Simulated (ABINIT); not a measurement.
# As (R-3m) in ABINIT: equation of state

Aim: energy against volume of As in PBE, for its equilibrium volume and stiffness.

Program: ABINIT 10.8.3 (patched build). These are calculated values, not measurements. Logs are shortened: lines on timing, memory, paths and dates and some standing lists are left out, and cuts for length are marked. The log counts tension as positive stress, the text compression.

### Step 1. The crystal as given

Symmetry: R-3m, No. 166, trigonal system. Conventional cell: a = 3.762 Å, b = 3.762 Å, c = 10.542 Å, α = 90.00°, β = 90.00°, γ = 120.00°. As (site symmetry 3m) is surrounded by 3 As at 2.51 Å.

### Step 2. Equation of state, PBE

Contents of run.abi:

```
# Datasets: one volume each
ndtset 7
getwfk -1
scalecart1 3*0.9795861087
scalecart2 3*0.9864848297
scalecart3 3*0.9932883884
scalecart4 3*1.0000000000
scalecart5 3*1.0066227096
scalecart6 3*1.0131594038
scalecart7 3*1.0196128224

# Pseudopotentials
pp_dirpath "./"
pseudos "As.GGA_PBE-JTH.xml"

# Structure
acell 3*1.0
rprim
     3.5541910346     2.0520131505     6.6406147546
    -3.5541910346     2.0520131505     6.6406147546
     0.0000000000    -4.1040263011     6.6406147546
ntypat 1
znucl 33
natom 2
typat 1 1
xred
     0.2260000000     0.2260000000     0.2260000000
     0.7740000000     0.7740000000     0.7740000000

# Plane-wave basis
ecut 408.170794 eV
pawecutdg 30.0

# k points
kptopt 1
ngkpt 9 9 9
nshiftk 1
shiftk 0.0 0.0 0.0

# Exchange and correlation
ixc 11

# Bands and occupations
nband 19
occopt 3
tsmear 0.05 eV

# SCF cycle
nstep 100
tolvrs 1.0e-9

# Output
iomode 3
prtwf 1
prtden 0
prteig 0
prtebands 0
```

Potentials or basis: JTH PAW PBE v2.0.

The run is started by

```
$ abinit run.abi > log 2>&1
```

run.abo:

```text
.Version 10.8.3 of ABINIT
 DATASET    1 : space group R-3 m (#166); Bravais hR (rhombohedral)
================================================================================
 Values of the parameters that define the memory need for DATASET  1.
     intxc =       0    ionmov =       0      iscf =      17    lmnmax =      18
     lnmax =       6     mgfft =      30  mpssoang =       3    mqgrid =    3001
     natom =       2  nloc_mem =       2    nspden =       1   nspinor =       1
    nsppol =       1      nsym =      12    n1xccc =       1    ntypat =       1
    occopt =       3   xclevel =       2
       mpw =         769          nfft =       27000          nkpt =          85
 PAW method is used; the additional fine FFT grid is defined by:
   mgfftf=        40    nfftf =     64000
================================================================================
================================================================================
[... 71 lines left out ...]
 DATASET    7 : space group R-3 m (#166); Bravais hR (rhombohedral)
================================================================================
 Values of the parameters that define the memory need for DATASET  7.
     intxc =       0    ionmov =       0      iscf =      17    lmnmax =      18
     lnmax =       6     mgfft =      30  mpssoang =       3    mqgrid =    3001
     natom =       2  nloc_mem =       2    nspden =       1   nspinor =       1
    nsppol =       1      nsym =      12    n1xccc =       1    ntypat =       1
    occopt =       3   xclevel =       2
       mpw =         867          nfft =       27000          nkpt =          85
 PAW method is used; the additional fine FFT grid is defined by:
   mgfftf=        40    nfftf =     64000
================================================================================
================================================================================

--------------------------------------------------------------------------------
------------- Echo of variables that govern the present computation ------------
--------------------------------------------------------------------------------
 -outvars: echo values of preprocessed input variables --------
            acell      1.0000000000E+00  1.0000000000E+00  1.0000000000E+00 Bohr
              amu      7.49215900E+01
             ecut      1.50000000E+01 Hartree
           getwfk          -1
                       outvar_i_n : Printing only first  50 k-points.
              ixc          11
           jdtset        1    2    3    4    5    6    7
                       outvar_i_n : Printing only first  50 k-points.
         kptrlatt        9    0    0      0    9    0      0    0    9
          kptrlen1     6.26694510E+01
          kptrlen2     6.31107997E+01
          kptrlen3     6.35460603E+01
          kptrlen4     6.39754386E+01
          kptrlen5     6.43991294E+01
          kptrlen6     6.48173173E+01
          kptrlen7     6.52301775E+01
            natom           2
            nband          19
           ndtset           7
            ngfft          30      30      30
          ngfftdg          40      40      40
             nkpt          85
            nstep         100
             nsym          12
           ntypat           1
                       prtocc : prtvol=0, do not print more k-points.
           occopt           3
        pawecutdg      3.00000000E+01 Hartree
         pawxcdev           0
           prtden           0
        prtebands           0
           prteig           0
            rprim1     3.4816361652E+00  2.0101235771E+00  6.5050539668E+00
                      -3.4816361652E+00  2.0101235771E+00  6.5050539668E+00
                       0.0000000000E+00 -4.0202471543E+00  6.5050539668E+00
            rprim2     3.5061555375E+00  2.0242798433E+00  6.5508657153E+00
                      -3.5061555375E+00  2.0242798433E+00  6.5508657153E+00
                       0.0000000000E+00 -4.0485596867E+00  6.5508657153E+00
            rprim3     3.5303366848E+00  2.0382408352E+00  6.5960455276E+00
                      -3.5303366848E+00  2.0382408352E+00  6.5960455276E+00
                       0.0000000000E+00 -4.0764816706E+00  6.5960455276E+00
            rprim4     3.5541910346E+00  2.0520131505E+00  6.6406147546E+00
                      -3.5541910346E+00  2.0520131505E+00  6.6406147546E+00
                       0.0000000000E+00 -4.1040263011E+00  6.6406147546E+00
            rprim5     3.5777294097E+00  2.0656030377E+00  6.6845936177E+00
                      -3.5777294097E+00  2.0656030377E+00  6.6845936177E+00
                       0.0000000000E+00 -4.1312060755E+00  6.6845936177E+00
            rprim6     3.6009620696E+00  2.0790164202E+00  6.7280012856E+00
                      -3.6009620696E+00  2.0790164202E+00  6.7280012856E+00
                       0.0000000000E+00 -4.1580328404E+00  6.7280012856E+00
            rprim7     3.6238987521E+00  2.0922589200E+00  6.7708559524E+00
                      -3.6238987521E+00  2.0922589200E+00  6.7708559524E+00
                       0.0000000000E+00 -4.1845178401E+00  6.7708559524E+00
          spgroup         166
           tolvrs      1.00000000E-09
           tsmear      1.83746611E-03 Hartree
            typat      1  1
           useylm           1
                       outvars : Printing only first  50 k-points.
           xangst1    -2.2916509005E-17 -1.1715290754E-11  2.3338972399E+00
                      -4.3447493354E-17 -4.0122366293E-11  7.9930816979E+00
           xangst2     1.4767343716E-17 -1.1797733274E-11  2.3503336775E+00
                       9.5480202077E-17 -4.0404647122E-11  8.0493728601E+00
           xangst3     1.6729756753E-17 -1.1879130973E-11  2.3665433876E+00
                      -5.1220933753E-17 -4.0682978974E-11  8.1048875311E+00
           xangst4    -7.9101910811E-17 -1.1959410062E-11  2.3825340307E+00
                      -2.4720943586E-16 -4.0958675513E-11  8.1596519457E+00
           xangst5     1.6983348797E-17 -1.2038561517E-11  2.3983128617E+00
                      -1.6983348797E-17 -4.1229784807E-11  8.2136909510E+00
           xangst6    -1.0068933094E-17 -1.2116698920E-11  2.4138867580E+00
                       6.8819405420E-17 -4.1497043359E-11  8.2670281006E+00
           xangst7     2.6448647632E-17 -1.2194013083E-11  2.4292622475E+00
                      -3.1972679121E-17 -4.1761790706E-11  8.3196857502E+00
            xcart1    -4.3305925781E-17 -2.2138691011E-11  4.4104265895E+00
                      -8.2103863296E-17 -7.5820283817E-11  1.5104735311E+01
            xcart2     2.7906235231E-17 -2.2294484793E-11  4.4414869550E+00
                       1.8043143237E-16 -7.6353717274E-11  1.5211110191E+01
            xcart3     3.1614658416E-17 -2.2448304153E-11  4.4721188677E+00
                      -9.6793536707E-17 -7.6879688247E-11  1.5316017715E+01
            xcart4    -1.4948094747E-16 -2.2600009645E-11  4.5023368036E+00
                      -4.6715812951E-16 -7.7400679199E-11  1.5419507460E+01
            xcart5     3.2093877926E-17 -2.2749584217E-11  4.5321544728E+00
                      -3.2093877926E-17 -7.7913001516E-11  1.5521626380E+01
            xcart6    -1.9027525929E-17 -2.2897242508E-11  4.5615848717E+00
                       1.3004982839E-16 -7.8418046983E-11  1.5622418985E+01
            xcart7     4.9980700425E-17 -2.3043345102E-11  4.5906403357E+00
                      -6.0419607050E-17 -7.8918346962E-11  1.5721927521E+01
             xred      2.2600000000E-01  2.2600000000E-01  2.2600000000E-01
                       7.7400000000E-01  7.7400000000E-01  7.7400000000E-01
            znucl       33.00000

================================================================================

 chkinp: Checking input parameters for consistency, jdtset=   1.

 chkinp: Checking input parameters for consistency, jdtset=   2.
[... 46 lines left out ...]
 getcut: wavevector=  0.0000  0.0000  0.0000  ngfft=  40  40  40
         ecut(hartree)=     30.000   => boxcut(ratio)=   2.12197

--- Pseudopotential description ------------------------------------------------
- pspini: atom type   1  psp file is ./As.GGA_PBE-JTH.xml
 Pseudopotential format is: paw10
 basis_size (lnmax)=  6 (lmn_size= 18), orbitals=   0   0   1   1   2   2
 Spheres core radius: rc_sph= 2.10391912
 Shapefunction is BESSEL type: shapef(r,l)=aa(1,l)*jl(q(1,l)*r)+aa(2,l)*jl(q(2,l)*r)
 Radius for shape functions =  1.70360438
 Compensation charge density is not taken into account in XC energy/potential

   1.40610127E+03                                ecore*ucvol(ha*bohr**3)
--------------------------------------------------------------------------------

[... 1266 lines left out ...]
-Cartesian components of stress tensor (GPa)         [Pressure= -5.7995E-01 GPa]
- sigma(1 1)=  8.52428913E-01  sigma(3 2)=  2.19289794E-09
- sigma(2 2)=  8.52428932E-01  sigma(3 1)=  0.00000000E+00
- sigma(3 3)=  3.49850223E-02  sigma(2 1)=  0.00000000E+00

== END DATASET(S) ==============================================================
================================================================================

 -outvars: echo values of variables after computation  --------
            acell      1.0000000000E+00  1.0000000000E+00  1.0000000000E+00 Bohr
           etotal1    -2.2773459778E+02
           etotal2    -2.2773629277E+02
           etotal3    -2.2773758368E+02
           etotal4    -2.2773850858E+02
           etotal5    -2.2773910211E+02
           etotal6    -2.2773939501E+02
           etotal7    -2.2773941592E+02
            fcart1    -4.5911309782E-18 -1.3859793916E-18  1.7740320767E-02
                       4.5911309782E-18  1.3859793916E-18 -1.7740320767E-02
            fcart2     2.6379854966E-19  2.8944655561E-19  1.4537514809E-02
                      -2.6379854966E-19 -2.8944655561E-19 -1.4537514809E-02
            fcart3    -6.5773279382E-19 -2.9706538186E-18  1.1533277192E-02
                       6.5773279382E-19  2.9706538186E-18 -1.1533277192E-02
            fcart4     2.7745211386E-19  1.2428942751E-18  8.7266893267E-03
                      -2.7745211386E-19 -1.2428942751E-18 -8.7266893267E-03
            fcart5    -2.4054291880E-19 -7.9502335820E-19  6.1091688566E-03
                       2.4054291880E-19  7.9502335820E-19 -6.1091688566E-03
[... 38 lines left out ...]
                       7.4535085951E-14  0.0000000000E+00  0.0000000000E+00
           xangst1    -2.2916509005E-17 -1.1715290754E-11  2.3338972399E+00
                      -4.3447493354E-17 -4.0122366293E-11  7.9930816979E+00
           xangst2     1.4767343716E-17 -1.1797733274E-11  2.3503336775E+00
                       9.5480202077E-17 -4.0404647122E-11  8.0493728601E+00
           xangst3     1.6729756753E-17 -1.1879130973E-11  2.3665433876E+00
                      -5.1220933753E-17 -4.0682978974E-11  8.1048875311E+00
           xangst4    -7.9101910811E-17 -1.1959410062E-11  2.3825340307E+00
                      -2.4720943586E-16 -4.0958675513E-11  8.1596519457E+00
           xangst5     1.6983348797E-17 -1.2038561517E-11  2.3983128617E+00
                      -1.6983348797E-17 -4.1229784807E-11  8.2136909510E+00
           xangst6    -1.0068933094E-17 -1.2116698920E-11  2.4138867580E+00
                       6.8819405420E-17 -4.1497043359E-11  8.2670281006E+00
           xangst7     2.6448647632E-17 -1.2194013083E-11  2.4292622475E+00
                      -3.1972679121E-17 -4.1761790706E-11  8.3196857502E+00
             xred      2.2600000000E-01  2.2600000000E-01  2.2600000000E-01
                       7.7400000000E-01  7.7400000000E-01  7.7400000000E-01
 Calculation completed.
```

It took 4.7 min on 1 thread of Arm Neoverse V1, shared host; peak memory 0.16 GiB.

Results:

| Quantity | Value |
| --- | --- |
| Equilibrium volume | 22.64 Å³/atom |
| Bulk modulus at fixed shape and positions | 68 GPa |
| Pressure derivative of the bulk modulus | 4.1 |

Energy against volume, from the lowest point:
```
volume (Å³/atom)  energy (meV/atom)
          20.239              65.55
          20.669              42.49
          21.100              24.93
          21.530              12.34
          21.961               4.27
          22.392               0.28
          22.822               0.00
```

Caveat: pressures at fixed basis lie under the slope of the energies; the cell was scaled at fixed shape and fractional positions, which overstates the stiffness of a crystal with free parameters, most of all of layers and chains.
